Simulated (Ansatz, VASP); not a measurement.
# CdSe: VASP beside Ansatz, part 2 of 2

Aim: how closely do two programs agree when they are given the same cell, functional and k mesh?

VASP 6.6.1 and Ansatz 0.2.0.

So far. Step 2 (Ansatz: single point, LDA): The run ends at a pressure of -3.25 GPa.

## 6. VASP: band structure, LDA

Level of this step: LDA; plane waves and PAW (Cd, Se) (VASP).

The same cell, functional (in two slightly different forms), mesh and smearing now go to VASP, with its own data sets and cutoff.

File INCAR:

```
SYSTEM = CdSe
PREC = Accurate
ENCUT = 400
EDIFF = 1E-06
NELM = 100
ISMEAR = -1
SIGMA = 0.05
LREAL = .FALSE.
ALGO = Normal
GGA = CA
NBANDS = 21
LORBIT = 11
LWAVE = .FALSE.
LCHARG = .FALSE.
KPAR = 2
```

File POSCAR:

```
CdSe
1.0
    0.0000000000      3.0702711986      3.0702711986
    3.0702711986      0.0000000000      3.0702711986
    3.0702711986      3.0702711986      0.0000000000
Cd Se
1 1
Direct
    0.0098900000     -0.0134000000     -0.0005120000
    0.7523650000      0.7334960000      0.7264960000
```

File KPOINTS:

```
Automatic mesh
0
Gamma
7 7 7
0 0 0
```

File KPOINTS_OPT:

```
Line mode
16
Line-mode
Reciprocal
  0.00000000   0.00000000   0.00000000 GAMMA
  0.50000000   0.00000000   0.50000000 X

  0.50000000   0.00000000   0.50000000 X
  0.50000000   0.25000000   0.75000000 W

  0.50000000   0.25000000   0.75000000 W
  0.37500000   0.37500000   0.75000000 K

  0.37500000   0.37500000   0.75000000 K
  0.00000000   0.00000000   0.00000000 GAMMA

  0.00000000   0.00000000   0.00000000 GAMMA
  0.50000000   0.50000000   0.50000000 L

  0.50000000   0.50000000   0.50000000 L
  0.62500000   0.25000000   0.62500000 U

  0.62500000   0.25000000   0.62500000 U
  0.50000000   0.25000000   0.75000000 W

  0.50000000   0.25000000   0.75000000 W
  0.50000000   0.50000000   0.50000000 L

  0.50000000   0.50000000   0.50000000 L
  0.37500000   0.37500000   0.75000000 K

  0.62500000   0.25000000   0.62500000 U
  0.50000000   0.00000000   0.50000000 X
```

Potentials, in the order of the species: Cd and Se (LDA family, release 64).

Launch:

```console
$ mpirun -np 2 vasp_std
```

Numbers of over 12 decimals in the logs are rounded to 6 here.

The log of the run:

```text
[... set-up lines as in an earlier step ...]
 entering main loop
       N       E                     dE             d eps       ncg     rms          rms(c)
DAV:   1     0.958644714810E+02    0.95864E+02   -0.73328E+03  7576   0.619E+02
DAV:   2    -0.304774161497E+01   -0.98912E+02   -0.92683E+02  8195   0.188E+02
DAV:   3    -0.706166048206E+01   -0.40139E+01   -0.39926E+01  8764   0.388E+01
DAV:   4    -0.707878769035E+01   -0.17127E-01   -0.17126E-01  8000   0.252E+00
[...]
DAV:  10    -0.669650262606E+01    0.10870E-04   -0.95320E-05  8349   0.110E-01    0.398E-02
DAV:  11    -0.669650841701E+01   -0.57910E-05   -0.17527E-05  8348   0.264E-02    0.167E-02
DAV:  12    -0.669650812389E+01    0.29311E-06   -0.55273E-07  5567   0.824E-03
   1 F= -.66965081E+01 E0= -.66964011E+01  d E =-.214068E-03
 Start KPOINTS_OPT (optional k-point list driver)
k-point batch [1-160\160]
       N       E                     dE             ncg
DAV:   1     0.482414892764E+03   -0.70558E+05     7000
DAV:   2    -0.152221750724E+05   -0.15705E+05     7748
DAV:   3    -0.158428033189E+05   -0.62063E+03     8116
DAV:   4    -0.158453344280E+05   -0.25311E+01     7673
DAV:   5    -0.158453480281E+05   -0.13600E-01     8151
DAV:   6    -0.158453481658E+05   -0.13768E-03     7721
DAV:   7    -0.158453481674E+05   -0.15537E-05     6497
DAV:   8    -0.158453481675E+05   -0.17168E-06     5450
```

Parts of OUTCAR (step 6):

```text
  Total       -1.0873914     -1.1039844     -1.0492061     -0.0385387     -0.3460119     -0.4179614
  in kB      -30.0979037    -30.5571829    -29.0409726     -1.0667121     -9.5772624    -11.5687517
  external PRESSURE =     -29.8986864 kB  Pullay stress =       0.0000000 kB

 POSITION                                       TOTAL-FORCE (eV/Angst)
 -----------------------------------------------------------------------------------
      6.09783      3.09906      3.05949        -0.305097     -0.368056     -0.029712
      4.48257      4.54050      4.56200         0.305097      0.368056      0.029712
 -----------------------------------------------------------------------------------
    total drift:                                0.000022     -0.000638      0.000006

  FREE ENERGIE OF THE ION-ELECTRON SYSTEM (eV)
  ---------------------------------------------------
  free  energy   TOTEN  =        -6.6965081239 eV

  energy  without entropy=       -6.6962940559  energy(sigma->0) =       -6.69640109

[... 1 part as in an earlier step ...]

[... 2 further parts left out ...]
[key lines of the parts left out:]
E-fermi :   0.7909
```

Spin-orbit coupling is off here; it would split degenerate levels, and it lifts a valence top of Se p states by about 0.1 eV.

## 7. Differences

The two programs side by side:

```
                     quantity  Ansatz   VASP  difference
               pressure (GPa)   -2.99  -2.99        0.00
gap over the path points (eV)   0.252  0.276      -0.024
```

Forces (eV/Å; atoms numbered as in POSCAR):

```
atom          Ansatz x, y, z            VASP x, y, z
 Cd1  -0.293, -0.353, -0.029  -0.305, -0.368, -0.030
 Se2     0.293, 0.353, 0.029     0.305, 0.368, 0.030
```

Levels at points of the path, from each program's valence-band top (eV; 4 filled, then empty):

```
k (reciprocal lattice)                                  Ansatz                                    VASP
     0.000 0.000 0.000   -7.55 -0.13 -0.06 0.00 0.25 5.73 5.77   -7.57 -0.13 -0.06 0.00 0.28 5.71 5.75
     0.167 0.000 0.167  -7.54 -1.82 -0.64 -0.54 2.18 4.68 6.53  -7.56 -1.82 -0.65 -0.54 2.20 4.67 6.52
     0.333 0.000 0.333  -7.45 -3.36 -1.50 -1.40 3.20 3.69 7.64  -7.47 -3.36 -1.51 -1.41 3.20 3.69 7.64
     0.500 0.000 0.500  -7.22 -4.08 -1.87 -1.78 2.90 3.57 8.65  -7.24 -4.08 -1.88 -1.79 2.88 3.57 8.68
     0.500 0.083 0.583  -7.19 -4.06 -1.98 -1.87 3.23 3.82 8.37  -7.21 -4.06 -1.99 -1.88 3.22 3.82 8.39
     0.500 0.183 0.683  -7.13 -4.00 -2.22 -2.05 4.30 4.52 6.98  -7.14 -4.00 -2.23 -2.06 4.30 4.53 6.98
     0.500 0.250 0.750  -7.11 -3.99 -2.28 -2.10 4.72 4.97 6.20  -7.12 -3.99 -2.29 -2.11 4.74 4.96 6.21
     0.450 0.300 0.750  -7.12 -3.99 -2.34 -1.91 4.19 4.91 6.71  -7.14 -3.99 -2.35 -1.92 4.19 4.91 6.71
     0.408 0.342 0.750  -7.14 -4.00 -2.42 -1.62 3.60 4.89 7.48  -7.16 -4.00 -2.43 -1.64 3.60 4.90 7.48
     0.350 0.350 0.700  -7.15 -3.98 -2.50 -1.41 3.52 5.19 7.50  -7.16 -3.98 -2.52 -1.42 3.52 5.20 7.50
```

The forces differ by 11 meV/Å r.m.s., which is 4.1 % of the r.m.s. force of 0.28 eV/Å (both taken over all components). Among the levels compared at these points, filled levels agree within 22 meV and empty ones within 28 meV. Ansatz's pressure holds a Pulay correction of 0.02 GPa; VASP's holds none.

## 8. Summary of results

| Item | Value |
| --- | --- |
| difference in gap on the k mesh (single point, LDA) | -0.030 eV |
| difference in gap over the path points (band structure, LDA) | -0.024 eV |
| r.m.s. force difference (band structure, LDA) | 4.1 % of the r.m.s. force |

In words: The r.m.s. force difference is 4.1 % of the r.m.s. force (band structure, LDA), beyond the 3 % picked in this series as the mark of a large difference. Such differences can come from data sets, numerical settings and the points named under the comparisons, not from the functional's error against experiment.

[Lines on the potential files, build, host, timing and source positions are cut from VASP's logs without a mark.]

[Logs are printed without paths, hosts, clocks, repeated set-up lines and the standing remarks that a program may print on its own settings, such as how far it seeks lower states.]

[Hosts, paths, dates, database ids (printed as entryN), source tags and the programs' standing remarks are cut or masked in the printed files.]
